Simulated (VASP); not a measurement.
# AlN (pbe0) (P6_3mc) in VASP: single point with PBE0

Aim: the single point of AlN (pbe0) with PBE0.

All numbers are computed with VASP 6.6.1; they aren't measurements. Logs are shortened: lines on timing, memory, paths and dates and some standing lists are left out, and cuts for length are marked.

**What was measured.**

From “Self-assembly of well-separated AlN nanowires directly on sputtered metallic TiN films”, 2019, arxiv:1910.07391, for a bulk crystal of AlN at 10 K: band gap 6.034 eV (an exciton energy, a little under the gap).

The runs below are set against these values where they give the same quantity.

## (1) Starting point

The structure is hexagonal, space group P6_3mc (No. 186). Conventional cell: a = 3.130 Å, b = 3.130 Å, c = 5.018 Å, α = 90.00°, β = 90.00°, γ = 120.00°. Al (site symmetry 3m) has 4 N at 1.90 to 1.91 Å as nearest neighbours. Around N (site symmetry 3m) lie 4 Al at 1.90 to 1.91 Å.

## (2) Single point, PBE0

The input, POSCAR:

```
AlN
1.0
    3.1302330203      0.0000000000      0.0000000000
   -1.5651165101      2.7108613153      0.0000000000
    0.0000000000      0.0000000000      5.0179780826
Al N
2 2
Direct
    0.3333333333      0.6666666667     -0.0007712990
    0.6666666667      0.3333333333      0.4992287010
    0.3333333333      0.6666666667      0.3807712990
    0.6666666667      0.3333333333      0.8807712990
```

The input, INCAR.step1:

```
SYSTEM = AlN
  ALGO = Normal
  EDIFF = 1E-5
  ENCUT = 520
  GGA = PE
  ISIF = 2
  ISMEAR = 0
  LASPH = .True.
  LCHARG = .False.
  LREAL = .False.
  LWAVE = .True.
  NBANDS = 16
  NELM = 100
  PREC = Accurate
  SIGMA = 0.01
```

The input, INCAR.step2:

```
SYSTEM = AlN
  AEXX = 0.25
  ALGO = Normal
  EDIFF = 1E-7
  ENCUT = 520
  GGA = PE
  HFRCUT = -1
  ISIF = 2
  ISMEAR = 0
  ISTART = 1
  LASPH = .True.
  LCHARG = .False.
  LHFCALC = .True.
  LREAL = .False.
  LWAVE = .False.
  NBANDS = 16
  NELM = 100
  PREC = Accurate
  PRECFOCK = Normal
  SIGMA = 0.01
```

The input, KPOINTS:

```
k-points
0
Gamma
  6 6 4
  0 0 0
```

Potentials or basis: VASP PAW PBE potentials, release 64 (Al, N).

Started as:

```sh
> cat potpaw_PBE.64/Al/POTCAR potpaw_PBE.64/N/POTCAR > POTCAR
> cp INCAR.step1 INCAR
> mpirun -np 1 vasp_std > vasp.out
> cp INCAR.step2 INCAR
> mpirun -np 1 vasp_std > vasp.out
```

OUTCAR:

```text
SYSTEM = AlN
   AEXX = 0.25
   EDIFF = 1E-7
   ENCUT = 520
   GGA = PE
   ISIF = 2
   ISMEAR = 0
   ISTART = 1
   LASPH = .True.
   LHFCALC = .True.
   LREAL = .False.
   NELM = 100
   PREC = Accurate
   PRECFOCK = Normal

 ion  position               nearest neighbor table
   1  0.333  0.667  0.999-   4 1.90   4 1.90   4 1.90   3 1.91   2 3.09   2 3.09   2 3.09   2 3.09
                             2 3.09   2 3.09
   2  0.667  0.333  0.499-   3 1.90   3 1.90   3 1.90   4 1.91   1 3.09   1 3.09   1 3.09   1 3.09
                             1 3.09   1 3.09
   3  0.333  0.667  0.381-   2 1.90   2 1.90   2 1.90   1 1.91
   4  0.667  0.333  0.881-   1 1.90   1 1.90   1 1.90   2 1.91

  LATTYP: Found a hexagonal cell.
 ALAT       =     3.1302330203
 C/A-ratio  =     1.6030685416

  Lattice vectors:

 A1 = (   3.1302330203,   0.0000000000,   0.0000000000)
 A2 = (  -1.5651165101,   2.7108613153,   0.0000000000)
 A3 = (   0.0000000000,   0.0000000000,   5.0179780826)

Analysis of symmetry for initial positions (statically):
=====================================================================
 Subroutine PRICEL returns:
 Original cell was already a primitive cell.

 Routine SETGRP: Setting up the symmetry group for a
 hexagonal supercell.

 Subroutine GETGRP returns: Found 12 space group operations
 (whereof  6 operations were pure point group operations)
 out of a pool of 24 trial point group operations.

The static configuration has the point symmetry C_3v.
 The point group associated with its full space group is C_6v.

Analysis of symmetry for dynamics (positions and initial velocities):
=====================================================================
 Subroutine PRICEL returns:
 Original cell was already a primitive cell.

 Routine SETGRP: Setting up the symmetry group for a
 hexagonal supercell.

 Subroutine GETGRP returns: Found 12 space group operations
 (whereof  6 operations were pure point group operations)
 out of a pool of 24 trial point group operations.

The dynamic configuration has the point symmetry C_3v.
 The point group associated with its full space group is C_6v.

 Subroutine INISYM returns: Found 12 space group operations
 (whereof  6 operations are pure point group operations),
 and found     1 'primitive' translations

----------------------------------------------------------------------------------------

                                     Primitive cell

  volume of cell :      42.5807

  direct lattice vectors                    reciprocal lattice vectors
     3.130233020  0.000000000  0.000000000     0.319465035  0.184443224  0.000000000
    -1.565116510  2.710861315  0.000000000     0.000000000  0.368886447  0.000000000
     0.000000000  0.000000000  5.017978083     0.000000000  0.000000000  0.199283453

  length of vectors
     3.130233020  3.130233020  5.017978083     0.368886447  0.368886447  0.199283453

  position of ions in fractional coordinates (direct lattice)
     0.333333333  0.666666667  0.999228701
     0.666666667  0.333333333  0.499228701
     0.333333333  0.666666667  0.380771299
     0.666666667  0.333333333  0.880771299

  ion indices of the primitive-cell ions
   primitive index   ion index
                 1           1
                 2           2
                 3           3
                 4           4

----------------------------------------------------------------------------------------

 KPOINTS: k-points

Automatic generation of k-mesh.
 Grid dimensions read from file:
 generate k-points for:    6    6    4

 Generating k-lattice:

  Cartesian coordinates                     Fractional coordinates (reciprocal lattice)
     0.053244172  0.030740537  0.000000000     0.166666667 -0.000000000  0.000000000
     0.000000000  0.061481075  0.000000000     0.000000000  0.166666667  0.000000000
     0.000000000  0.000000000  0.049820863     0.000000000  0.000000000  0.250000000

  Length of vectors
     0.061481075  0.061481075  0.049820863

  Shift w.r.t. Gamma in fractional coordinates (k-lattice)
     0.000000000  0.000000000  0.000000000

 Subroutine IBZKPT returns following result:
 ===========================================

 Found     21 irreducible k-points:

 Following reciprocal coordinates:
            Coordinates               Weight
  0.000000  0.000000  0.000000      1.000000
  0.166667 -0.000000  0.000000      6.000000
  0.333333 -0.000000  0.000000      6.000000
  0.500000  0.000000  0.000000      3.000000
  0.166667  0.166667  0.000000      6.000000
  0.333333  0.166667  0.000000     12.000000
[... 13 lines left out ...]
  0.333333  0.166667  0.500000     12.000000
  0.333333  0.333333  0.500000      2.000000
   k-points           NKPTS =     21   k-points in BZ     NKDIM =    144   number of bands    NBANDS=     16
   number of dos      NEDOS =    301   number of ions     NIONS =      4
   total plane-waves  NPLWV =  23040
   dimension x,y,z NGX =    24 NGY =   24 NGZ =   40
   dimension x,y,z NGXF=    48 NGYF=   48 NGZF=   80
   ions per type =               2   2
   NGX,Y,Z   is equivalent  to a cutoff of  12.75, 12.75, 13.25 a.u.
   NGXF,Y,Z  is equivalent  to a cutoff of  25.49, 25.49, 26.50 a.u.
 SYSTEM =  AlN
   PREC   = accura    normal or accurate (medium, high low for compatibility)
   ISTART =      1    job   : 0-new  1-cont  2-samecut
   ICHARG =      0    charge: 1-file 2-atom 10-const
   ISPIN  =      1    spin polarized calculation?
   LNONCOLLINEAR =      F non collinear calculations
   LSORBIT =      F    spin-orbit coupling
   LASPH  =      T    aspherical Exc in radial PAW
   ENCUT  =  520.0 eV  38.22 Ry    6.18 a.u.   5.82  5.82  9.33*2*pi/ulx,y,z
   NELM   =    100;   NELMIN=  2; NELMDL=  0     # of ELM steps
   EDIFF  = 0.1E-06   stopping-criterion for ELM
   LREAL  =      F    real-space projection
   EDIFFG = 0.1E-05   stopping-criterion for IOM
   NSW    =      0    number of steps for IOM
   IBRION =     -1    ionic relax: 0-MD 1-quasi-New 2-CG
   NFREE  =      0    steps in history (QN), initial steepest desc. (CG)
   ISIF   =      2    stress and relaxation
   ISYM   =      3    0-nonsym 1-usesym 2-fastsym
   POTIM  = 0.5000    time-step for ionic-motion
   TEBEG  =    0.0;   TEEND  =   0.0 temperature during run
   PSTRESS=    0.0 pullay stress
   NELECT =      16.0000    total number of electrons
   NUPDOWN=      -1.0000    fix difference up-down
   EMIN   =  10.00;   EMAX   =-10.00  energy-range for DOS
   EFERMI =   0.00;   METHOD = LEGACY
   ISMEAR =     0;   SIGMA  =   0.01  broadening in eV -4-tet -1-fermi 0-gaus
   EFERMI_NEDOS =   21; number of points for ismear=-14 and -15
   IALGO  =     38    algorithm
   IMIX   =      1    mixing-type and parameters
     AMIX     =   0.40;   BMIX     =  1.00
     AMIX_MAG =   1.60;   BMIX_MAG =  1.00
  volume/ion in A,a.u.               =      10.65        71.84
  Fermi-wavevector in a.u.,A,eV,Ry     =   1.181346  2.232421 18.988008  1.395579
  Thomas-Fermi vector in A             =   2.317622
   LORBIT       =      0    0 simple, 1 ext, 2 COOP (PROOUT), +10 PAW based schemes
   GGA     = PE    functional components
   LHFCALC =     T    Hartree Fock is set to
   PRECFOCK=normal    Normal, Fast or Accurate (Low or Medium for compatibility)
   ENCUT4O =  -1.0   cutoff for four orbital integrals eV
   NKREDX  =     1    reduce k-point grid by
   NKREDY  =     1    reduce k-point grid by
   NKREDZ  =     1    reduce k-point grid by
   AEXX    =    0.2500 exact exchange contribution
   HFSCREEN=    0.0000 screening length (either q_TF or 0.3 A-1)
   HFSCREENC=   0.0000 screening length for correlation (either q_TF or 0.3 A-1)
   ENCUTFOCK=  -1.0 apply spherical cutoff to Coloumb kernel
   IVDW    =     0    specifies the selected vdW correction
   LEPSILON=     F    determine dielectric tensor
   LRPA    =     F    only Hartree local field effects (RPA)
 non-spin polarized calculation
 Gauss-broadening in eV      SIGMA  =   0.01
  energy-cutoff  :      520.00
  volume of cell :       42.58
 maximum number of plane-waves:      1170
 NGX is ok and might be reduce to    24
  NGX = 18; NGY = 18; NGZ = 28

 number of electron      15.9999998 magnetization

 Free energy of the ion-electron system (eV)
  ---------------------------------------------------
  ext. energy  EPLUGINS =         0.00000000
  ---------------------------------------------------
  free energy    TOTEN  =       -36.70942350 eV

  energy without entropy =      -36.70942350  energy(sigma->0) =      -36.70942350

 E-fermi :   4.7255     XC(G=0):  -8.5281

 val. band max:        4.6835331735   @ k =   0.0000   0.0000   0.0000
 cond. band min:      10.7832134229   @ k =   0.0000   0.0000   0.0000
 fundamental gap:      6.0996802494
 Fermi energy:         4.7254932519

 k-point     1 :       0.0000    0.0000    0.0000
  band No.  band energies     occupation
      1     -11.9339      2.00000
      2      -9.7079      2.00000
      3      -1.7745      2.00000
      4       3.7337      2.00000
      5       3.7337      2.00000
      6       4.4553      2.00000
[... 8 lines left out ...]
     15      20.1588      0.00000
     16      20.1588      0.00000

 k-point     2 :       0.1667   -0.0000    0.0000
  band No.  band energies     occupation
      1     -11.5721      2.00000
      2      -9.5133      2.00000
      3      -1.3250      2.00000
      4       2.2289      2.00000
      5       3.0858      2.00000
      6       3.3130      2.00000
[... 8 lines left out ...]
     15      19.3933      0.00000
     16      19.8265      0.00000

 k-point     3 :       0.3333   -0.0000    0.0000
  band No.  band energies     occupation
      1     -10.6360      2.00000
      2      -9.1643      2.00000
      3      -0.1877      2.00000
      4      -0.0680      2.00000
      5       1.0863      2.00000
      6       2.6710      2.00000
[... 8 lines left out ...]
     15      19.1424      0.00000
     16      21.5788      0.00000
[... 305 lines left out ...]
 k-point    20 :       0.3333    0.1667    0.5000
  band No.  band energies     occupation
      1      -9.5216      2.00000
      2      -9.5216      2.00000
      3      -0.8826      2.00000
      4      -0.8826      2.00000
      5       1.8624      2.00000
      6       1.8624      2.00000
[... 8 lines left out ...]
     15      20.5583      0.00000
     16      20.5583      0.00000

 k-point    21 :       0.3333    0.3333    0.5000
  band No.  band energies     occupation
      1      -9.2903      2.00000
      2      -9.2903      2.00000
      3      -0.5491      2.00000
      4      -0.5491      2.00000
      5       0.5523      2.00000
      6       0.5523      2.00000
[... 8 lines left out ...]
     15      20.8451      0.00000
     16      20.8451      0.00000

------------------------ aborting loop because EDIFF is reached ----------------------------------------

  FORCE on cell =-STRESS in cart. coord.  units (eV):
  Direction    XX          YY          ZZ          XY          YZ          ZX
  --------------------------------------------------------------------------------------
  -------------------------------------------------------------------------------------
  Total       -1.4505797     -1.4505797     -1.4314089     -0.0000000     -0.0000000      0.0000000
  in kB      -54.5807420    -54.5807420    -53.8594067     -0.0000000     -0.0000000      0.0000000
  external PRESSURE =     -54.3402969 kB  Pullay stress =       0.0000000 kB

 VOLUME and BASIS-vectors are now :
 -----------------------------------------------------------------------------
  energy-cutoff  :      520.00
  volume of cell :       42.58
      direct lattice vectors                 reciprocal lattice vectors
     3.130233020  0.000000000  0.000000000     0.319465035  0.184443224  0.000000000
    -1.565116510  2.710861315  0.000000000     0.000000000  0.368886447  0.000000000
     0.000000000  0.000000000  5.017978083     0.000000000  0.000000000  0.199283453

 POSITION                                       TOTAL-FORCE (eV/Angst)
 -----------------------------------------------------------------------------------
     -0.00000      1.80724      5.01411        -0.000000      0.000000      0.002558
      1.56512      0.90362      2.50512        -0.000000     -0.000000      0.002558
     -0.00000      1.80724      1.91070         0.000000      0.000000     -0.002558
      1.56512      0.90362      4.41969         0.000000     -0.000000     -0.002558
 -----------------------------------------------------------------------------------
    total drift:                                0.000000     -0.000000      0.000430

  FREE ENERGIE OF THE ION-ELECTRON SYSTEM (eV)
  ---------------------------------------------------
  free  energy   TOTEN  =       -36.7094235047 eV

  energy  without entropy=      -36.7094235047  energy(sigma->0) =      -36.70942350
```

It took 30 min on 1 thread of Intel Xeon Platinum 8488C (Sapphire Rapids), shared host; peak memory 0.17 GiB.

Results:

```
Free energy            : -36.7094 eV
Pressure               : -5.4 GPa
Band gap on the k mesh : 6.10 eV, direct
```

Forces in eV/Å, atoms in the order of the input:
```
Al   0.000  0.000  0.003
Al   0.000  0.000  0.003
N    0.000  0.000 -0.003
N    0.000  0.000 -0.003
```

Caveat: the PAW data sets were made with another functional, which shifts forces and pressure a little.

## (3) Comparison with measurements

Step 2. A measured gap of AlN is 6.034 eV (an exciton energy, a little under the gap; 10 K; quoted in “Self-assembly of well-separated AlN nanowires directly on sputtered metallic TiN films”, 2019, arxiv:1910.07391); the calculated 6.10 eV misses it by +0.07 eV. 2 values of this kind are on record (6.034 to 6.0343 eV); this one was drawn at random. The value is that of PBE0, without temperature or zero-point motion.
